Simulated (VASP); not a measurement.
# CaSe (I-4m2) in VASP: further runs

The runs below take CaSe through single point, with PBE.

Everything below comes from runs of VASP 6.6.1. Logs are shortened: lines on timing, memory, paths and dates and some standing lists are left out, and cuts for length are marked.

### 1 The cell of the first run

Symmetry: I-4m2, No. 119, tetragonal system. Conventional cell: a = 4.480 Å, b = 4.480 Å, c = 7.128 Å, α = 90.00°, β = 90.00°, γ = 90.00°. Ca (site symmetry -4m2) is surrounded by 4 Se at 2.86 Å. Around Se (site symmetry -4m2) lie 4 Ca at 2.86 Å.

The cell comes from a database or a generator and needn't be the stable form of this composition.

### 2 Single point, PBE (strain -0.040 along x and y, +0.080 along z, atoms carried along)

Input file INCAR:

```
PREC = Accurate
ENCUT = 520
EDIFF = 1E-7
ISMEAR = 0
SIGMA = 0.05
LREAL = F
LASPH = T
NELM = 60
ALGO = Normal
ISIF = 2
LWAVE = F
LCHARG = F
GGA = PE
NBANDS = 15
```

Input file KPOINTS:

```
regular mesh
0
Gamma
  6 6 6
```

Input file POSCAR:

```
CaSe
1.0
    0.0000000000      3.1680000000      3.5640000000
    3.1680000000      0.0000000000      3.5640000000
    3.1680000000      3.1680000000      0.0000000000
Ca Se
1 1
Direct
    0.0000000000      0.0000000000      0.0000000000
    0.7500000000      0.7500000000      0.7500000000
```

Potentials or basis: VASP PAW PBE potentials, release 64 (Ca_sv, Se).

Started as:

```console
$ cat potpaw_PBE.64/Ca_sv/POTCAR potpaw_PBE.64/Se/POTCAR > POTCAR
$ mpirun -np 1 vasp_std > vasp.out
```

OUTCAR:

```text
PREC = Accurate
   ENCUT = 520
   EDIFF = 1E-7
   ISMEAR = 0
   LREAL = F
   LASPH = T
   NELM = 60
   ISIF = 2
   GGA = PE

 ion  position               nearest neighbor table
   1  0.000  0.000  0.000-   2 2.86   2 2.86   2 2.86   2 2.86
   2  0.750  0.750  0.750-   1 2.86   1 2.86   1 2.86   1 2.86

  LATTYP: Found a body centered tetragonal cell.
 ALAT       =     4.4802285656
 C/A-ratio  =     1.5909902577

  Lattice vectors:

 A1 = (  -3.1680000000,   0.0000000000,   3.5640000000)
 A2 = (   3.1680000000,   0.0000000000,   3.5640000000)
 A3 = (   0.0000000000,   3.1680000000,  -3.5640000000)

Analysis of symmetry for initial positions (statically):
=====================================================================
 Subroutine PRICEL returns:
 Original cell was already a primitive cell.

 Routine SETGRP: Setting up the symmetry group for a
 body centered tetragonal supercell.

 Subroutine GETGRP returns: Found  8 space group operations
 (whereof  8 operations were pure point group operations)
 out of a pool of 16 trial point group operations.

The static configuration has the point symmetry D_2d.

Analysis of symmetry for dynamics (positions and initial velocities):
=====================================================================
 Subroutine PRICEL returns:
 Original cell was already a primitive cell.

 Routine SETGRP: Setting up the symmetry group for a
 body centered tetragonal supercell.

 Subroutine GETGRP returns: Found  8 space group operations
 (whereof  8 operations were pure point group operations)
 out of a pool of 16 trial point group operations.

The dynamic configuration has the point symmetry D_2d.

 Subroutine INISYM returns: Found  8 space group operations
 (whereof  8 operations are pure point group operations),
 and found     1 'primitive' translations

----------------------------------------------------------------------------------------

                                     Primitive cell

  volume of cell :      71.5382

  direct lattice vectors                    reciprocal lattice vectors
     0.000000000  3.168000000  3.564000000    -0.157828283  0.157828283  0.140291807
     3.168000000  0.000000000  3.564000000     0.157828283 -0.157828283  0.140291807
     3.168000000  3.168000000  0.000000000     0.157828283  0.157828283 -0.140291807

  length of vectors
     4.768471453  4.768471453  4.480228566     0.263631039  0.263631039  0.263631039

  position of ions in fractional coordinates (direct lattice)
[... 91 lines left out ...]
   NUPDOWN=      -1.0000    fix difference up-down
   EMIN   =  10.00;   EMAX   =-10.00  energy-range for DOS
   EFERMI =   0.00;   METHOD = LEGACY
   ISMEAR =     0;   SIGMA  =   0.05  broadening in eV -4-tet -1-fermi 0-gaus
   EFERMI_NEDOS =   21; number of points for ismear=-14 and -15
   IALGO  =     38    algorithm
   IMIX   =      4    mixing-type and parameters
     AMIX     =   0.40;   BMIX     =  1.00
     AMIX_MAG =   1.60;   BMIX_MAG =  1.00
  volume/ion in A,a.u.               =      35.77       241.38
  Fermi-wavevector in a.u.,A,eV,Ry     =   0.993731  1.877879 13.435769  0.987501
  Thomas-Fermi vector in A             =   2.125633
   LORBIT       =      0    0 simple, 1 ext, 2 COOP (PROOUT), +10 PAW based schemes
   GGA     = PE    functional components
   LHFCALC =     F    Hartree Fock is set to
   AEXX    =    0.0000 exact exchange contribution
   IVDW    =     0    specifies the selected vdW correction
   LEPSILON=     F    determine dielectric tensor
   LRPA    =     F    only Hartree local field effects (RPA)
 non-spin polarized calculation
 Gauss-broadening in eV      SIGMA  =   0.05
  energy-cutoff  :      520.00
  volume of cell :       71.54
 maximum number of plane-waves:      1958
   NGX = 17   NGY = 17   NGZ = 17

 number of electron      16.0000002 magnetization

 Free energy of the ion-electron system (eV)
  ---------------------------------------------------
  ext. energy  EPLUGINS =         0.00000000
  ---------------------------------------------------
  free energy    TOTEN  =        -8.95214860 eV

  energy without entropy =       -8.95214860  energy(sigma->0) =       -8.95214860

 E-fermi :   0.0811     XC(G=0):  -7.5793

 val. band max:       -0.1287419831   @ k =  -0.3333   0.3333   0.0000
 cond. band min:       2.7700106149   @ k =   0.0000   0.0000   0.0000
 fundamental gap:      2.8987525980
 Fermi energy:         0.0810520935

 k-point     1 :       0.0000    0.0000    0.0000
  band No.  band energies     occupation
      1     -39.5072      2.00000
      2     -20.5300      2.00000
      3     -20.5300      2.00000
      4     -20.4939      2.00000
      5     -10.6501      2.00000
      6      -0.5309      2.00000
      7      -0.3367      2.00000
      8      -0.3367      2.00000
      9       2.7700      0.00000
     10       4.7038      0.00000
     11       5.2524      0.00000
     12       6.4841      0.00000
     13       7.0553      0.00000
     14       7.0553      0.00000
[... 401 lines left out ...]
      2     -20.5691      2.00000
      3     -20.5477      2.00000
      4     -20.5035      2.00000
      5     -10.3287      2.00000
      6      -1.3670      2.00000
      7      -0.6512      2.00000
      8      -0.4573      2.00000
      9       3.5002      0.00000
     10       4.6289      0.00000
     11       5.3994      0.00000
     12       5.9158      0.00000
     13       6.1529      0.00000
     14       7.2616      0.00000
     15       8.5418      0.00000

 [... further k-points ...]

------------------------ aborting loop because EDIFF is reached ----------------------------------------

  FORCE on cell =-STRESS in cart. coord.  units (eV):
  Direction    XX          YY          ZZ          XY          YZ          ZX
  --------------------------------------------------------------------------------------
  -------------------------------------------------------------------------------------
  Total        0.0969427      0.0969427     -0.4564656      0.0000000      0.0000000      0.0000000
  in kB        2.1711393      2.1711393    -10.2230532      0.0000000      0.0000000      0.0000000
  external PRESSURE =      -1.9602582 kB  Pullay stress =       0.0000000 kB

 VOLUME and BASIS-vectors are now :
 -----------------------------------------------------------------------------
  energy-cutoff  :      520.00
  volume of cell :       71.54
      direct lattice vectors                 reciprocal lattice vectors
     0.000000000  3.168000000  3.564000000    -0.157828283  0.157828283  0.140291807
     3.168000000  0.000000000  3.564000000     0.157828283 -0.157828283  0.140291807
     3.168000000  3.168000000  0.000000000     0.157828283  0.157828283 -0.140291807

 POSITION                                       TOTAL-FORCE (eV/Angst)
 -----------------------------------------------------------------------------------
      0.00000      0.00000      0.00000        -0.000000     -0.000000     -0.000000
      4.75200      4.75200      5.34600         0.000000      0.000000      0.000000
 -----------------------------------------------------------------------------------
    total drift:                               -0.000000     -0.000000     -0.000000

  FREE ENERGIE OF THE ION-ELECTRON SYSTEM (eV)
  ---------------------------------------------------
  free  energy   TOTEN  =        -8.9521486039 eV

  energy  without entropy=       -8.9521486038  energy(sigma->0) =       -8.95214860
```

stdout:

```text
POSCAR found type information on POSCAR CaSe
 POSCAR found :  2 types and       2 ions
 scaLAPACK will be used
 LDA part: xc-table for (Slater+PW92), standard interpolation
 POSCAR, INCAR and KPOINTS ok, starting setup
 FFT: planning ... GRIDC
 FFT: planning ... GRID_SOFT
 FFT: planning ... GRID
 WAVECAR not read
 entering main loop
```

It took 14 s on 1 thread of Intel Xeon 6975P-C (Granite Rapids), shared host; peak memory 0.21 GiB.

What came out:

* Free energy: -8.9521 eV
* Pressure: -0.2 GPa
* Band gap on the k mesh: 2.90 eV, indirect (least direct gap 3.11 eV)

Levels at points of the mesh, in eV from the valence-band top:
```csv
k point,band 5,band 6,band 7,band 8,band 9,band 10,band 11,band 12
"(0.00, 0.00, 0.00)",-10.52,-0.40,-0.21,-0.21,2.90,4.83,5.38,6.61
"(0.50, 0.00, 0.00)",-10.27,-1.42,-0.40,-0.03,4.80,5.01,5.26,5.60
"(0.50, 0.50, 0.00)",-10.21,-1.59,-0.03,-0.03,3.23,4.69,5.73,5.73
"(0.50, 0.00, 0.50)",-10.18,-1.36,-0.39,-0.33,3.40,4.61,5.78,5.93
```

A k mesh can miss the band edges.

### 3 Single point, PBE (strain +0.080 along x and y, +0.080 along z, atoms carried along)

Input file INCAR:

```
PREC = Accurate
ENCUT = 520
EDIFF = 1E-7
ISMEAR = 0
SIGMA = 0.05
LREAL = False
LASPH = True
NELM = 100
ALGO = Normal
ISIF = 2
LWAVE = False
LCHARG = True
GGA = PE
LELF = True
LVHAR = True
NBANDS = 15
```

KPOINTS is that of step 2.

Input file POSCAR:

```
CaSe
1.0
    0.0000000000      3.5640000000      3.5640000000
    3.5640000000      0.0000000000      3.5640000000
    3.5640000000      3.5640000000      0.0000000000
Ca Se
1 1
Direct
    0.0000000000      0.0000000000      0.0000000000
    0.7500000000      0.7500000000      0.7500000000
```

Potentials or basis: VASP PAW PBE potentials, release 64 (Ca_sv, Se).

Started as:

```console
$ cat potpaw_PBE.64/Ca_sv/POTCAR potpaw_PBE.64/Se/POTCAR > POTCAR
$ mpirun -np 1 vasp_std > vasp.out
```

OUTCAR:

```text
PREC = Accurate
   ENCUT = 520
   EDIFF = 1E-7
   ISMEAR = 0
   LREAL = False
   LASPH = True
   NELM = 100
   ISIF = 2
   GGA = PE

 ion  position               nearest neighbor table
   1  0.000  0.000  0.000-
   2  0.750  0.750  0.750-

  LATTYP: Found a face centered cubic cell.
 ALAT       =     7.1280000000

  Lattice vectors:

 A1 = (   0.0000000000,   3.5640000000,   3.5640000000)
 A2 = (   3.5640000000,   0.0000000000,   3.5640000000)
 A3 = (   3.5640000000,   3.5640000000,   0.0000000000)

Analysis of symmetry for initial positions (statically):
=====================================================================
 Subroutine PRICEL returns:
 Original cell was already a primitive cell.

 Routine SETGRP: Setting up the symmetry group for a
 face centered cubic supercell.

 Subroutine GETGRP returns: Found 24 space group operations
 (whereof 24 operations were pure point group operations)
 out of a pool of 48 trial point group operations.

The static configuration has the point symmetry T_d .

[... 163 lines left out ...]
      2     -22.2518      2.00000
      3     -22.2518      2.00000
      4     -22.2518      2.00000
      5     -11.2414      2.00000
      6      -1.1627      2.00000
      7      -1.1627      2.00000
      8      -1.1627      2.00000
      9       1.3532      0.00000
     10       3.5715      0.00000
     11       3.5715      0.00000
     12       4.9097      0.00000
     13       4.9097      0.00000
     14       4.9097      0.00000
[... 257 lines left out ...]
      2     -22.2627      2.00000
      3     -22.2566      2.00000
      4     -22.2554      2.00000
      5     -11.0804      2.00000
      6      -1.8968      2.00000
      7      -1.4555      2.00000
      8      -1.2422      2.00000
      9       2.4153      0.00000
     10       3.2702      0.00000
     11       3.8951      0.00000
     12       4.1058      0.00000
     13       4.4099      0.00000
     14       5.6306      0.00000
     15       6.0579      0.00000

------------------------ aborting loop because EDIFF is reached ----------------------------------------

  FORCE on cell =-STRESS in cart. coord.  units (eV):
  Direction    XX          YY          ZZ          XY          YZ          ZX
  --------------------------------------------------------------------------------------
  -------------------------------------------------------------------------------------
  Total       -2.6860180     -2.6860180     -2.6860180     -0.0000000     -0.0000000     -0.0000000
  in kB      -47.5309419    -47.5309419    -47.5309419     -0.0000000     -0.0000000     -0.0000000
  external PRESSURE =     -47.5309419 kB  Pullay stress =       0.0000000 kB

 VOLUME and BASIS-vectors are now :
 -----------------------------------------------------------------------------
  energy-cutoff  :      520.00
  volume of cell :       90.54
      direct lattice vectors                 reciprocal lattice vectors
     0.000000000  3.564000000  3.564000000    -0.140291807  0.140291807  0.140291807
     3.564000000  0.000000000  3.564000000     0.140291807 -0.140291807  0.140291807
     3.564000000  3.564000000  0.000000000     0.140291807  0.140291807 -0.140291807

 POSITION                                       TOTAL-FORCE (eV/Angst)
 -----------------------------------------------------------------------------------
      0.00000      0.00000      0.00000        -0.000000     -0.000000     -0.000000
      5.34600      5.34600      5.34600         0.000000      0.000000      0.000000
 -----------------------------------------------------------------------------------
    total drift:                               -0.000000     -0.000000     -0.000000

  FREE ENERGIE OF THE ION-ELECTRON SYSTEM (eV)
  ---------------------------------------------------
  free  energy   TOTEN  =        -8.6329780786 eV

  energy  without entropy=       -8.6329780786  energy(sigma->0) =       -8.63297808
```

OSZICAR:

```text
N       E                     dE             d eps       ncg     rms          rms(c)
DAV:   1     0.103963719681E+03    0.10396E+03   -0.69228E+03   480   0.905E+02
DAV:   2    -0.303099400158E+01   -0.10699E+03   -0.10193E+03   599   0.218E+02
DAV:   3    -0.872225377868E+01   -0.56913E+01   -0.56448E+01   678   0.479E+01
DAV:   4    -0.912709095526E+01   -0.40484E+00   -0.40446E+00   702   0.102E+01
DAV:   5    -0.912977826287E+01   -0.26873E-02   -0.26873E-02   642   0.108E+00    0.462E+00
DAV:   6    -0.863716019818E+01    0.49262E+00   -0.76825E-01   578   0.352E+00    0.250E+00
DAV:   7    -0.861249726025E+01    0.24663E-01   -0.23858E-01   648   0.227E+00    0.108E+00
DAV:   8    -0.863152327668E+01   -0.19026E-01   -0.44766E-02   545   0.138E+00    0.282E-01
DAV:   9    -0.863074898854E+01    0.77429E-03   -0.40141E-03   620   0.391E-01    0.165E-01
DAV:  10    -0.863272944607E+01   -0.19805E-02   -0.23685E-03   515   0.235E-01    0.406E-02
DAV:  11    -0.863294416425E+01   -0.21472E-03   -0.33002E-04   620   0.100E-01    0.166E-02
DAV:  12    -0.863297671892E+01   -0.32555E-04   -0.55620E-05   564   0.457E-02    0.901E-03
DAV:  13    -0.863297705228E+01   -0.33336E-06   -0.82228E-06   648   0.157E-02    0.144E-03
DAV:  14    -0.863297804649E+01   -0.99421E-06   -0.24182E-06   550   0.660E-03    0.204E-03
DAV:  15    -0.863297807859E+01   -0.32102E-07   -0.45677E-08   536   0.132E-03
   1 F= -.86329781E+01 E0= -.86329781E+01  d E =-.107549E-15
```

It took 14 s on 1 thread of Intel Xeon 6975P-C (Granite Rapids), shared host; peak memory 0.24 GiB.

Results:

* Free energy: -8.6330 eV
* Pressure: -4.8 GPa
* Band gap on the k mesh: 2.48 eV, indirect (least direct gap 2.52 eV)

Levels at points of the mesh, in eV from the valence-band top:
| k point | band 6 | band 7 | band 8 | band 9 | band 10 | band 11 |
| --- | --- | --- | --- | --- | --- | --- |
| (0.00, 0.00, 0.00) | -0.03 | -0.03 | -0.03 | 2.48 | 4.70 | 4.70 |
| (0.50, 0.00, 0.00) | -0.96 | -0.01 | -0.01 | 4.44 | 4.78 | 4.78 |
| (0.50, 0.50, 0.00) | -0.95 | -0.08 | -0.08 | 3.43 | 4.37 | 5.18 |

### 4 Single point, PBE (strain -0.080 along x and y, +0.000 along z, atoms carried along)

Input file INCAR:

```
SYSTEM = CaSe
ALGO = Normal ; EDIFF = 1E-6
ENCUT = 520 ; GGA = PE
ISIF = 2 ; ISMEAR = 0
LASPH = .True. ; LCHARG = .True.
LELF = .True. ; LREAL = .False.
LVHAR = .True. ; LWAVE = .False.
NBANDS = 15 ; NELM = 80
PREC = Accurate ; SIGMA = 0.05
```

Input file KPOINTS:

```
k-points
0
Gamma
  6 6 6
  0 0 0
```

Input file POSCAR:

```
CaSe
1.0
    0.0000000000      3.0360000000      3.3000000000
    3.0360000000      0.0000000000      3.3000000000
    3.0360000000      3.0360000000      0.0000000000
Ca Se
1 1
Direct
    0.0000000000      0.0000000000      0.0000000000
    0.7500000000      0.7500000000      0.7500000000
```

Started as:

```console
$ cat potpaw_PBE.64/Ca_sv/POTCAR potpaw_PBE.64/Se/POTCAR > POTCAR
$ mpirun -np 1 vasp_std > vasp.out
```

Wall time 13 s (1 thread of Intel Xeon 6975P-C (Granite Rapids), shared host); peak memory 0.2 GiB.

Results (log left out):

```yaml
Free_energy: -8.7520 eV
Pressure: 7.2 GPa
Band_gap_on_the_k_mesh: 3.26 eV, direct
```

Stress tensor (GPa, compression positive):
```
7.13 0.00 0.00
0.00 7.13 0.00
0.00 0.00 7.37
```

Levels at points of the mesh, in eV from the valence-band top:
```
           k point  band 4  band 5  band 6  band 7  band 8  band 9  band 10  band 11  band 12  band 13
(0.00, 0.00, 0.00)  -19.72  -10.72   -0.42   -0.30   -0.30    3.46     5.24     5.76     7.60     8.09
(0.50, 0.00, 0.00)  -19.74  -10.32   -1.59   -0.37   -0.07    5.22     5.57     5.70     6.19     6.72
(0.50, 0.50, 0.00)  -19.75  -10.21   -1.77    0.00    0.00    3.26     5.07     6.32     6.32     6.48
(0.50, 0.00, 0.50)  -19.74  -10.18   -1.62   -0.27   -0.25    3.40     5.06     6.36     6.49     6.52
```

A k mesh can miss the band edges.

(Continued in part 2 of 2.)
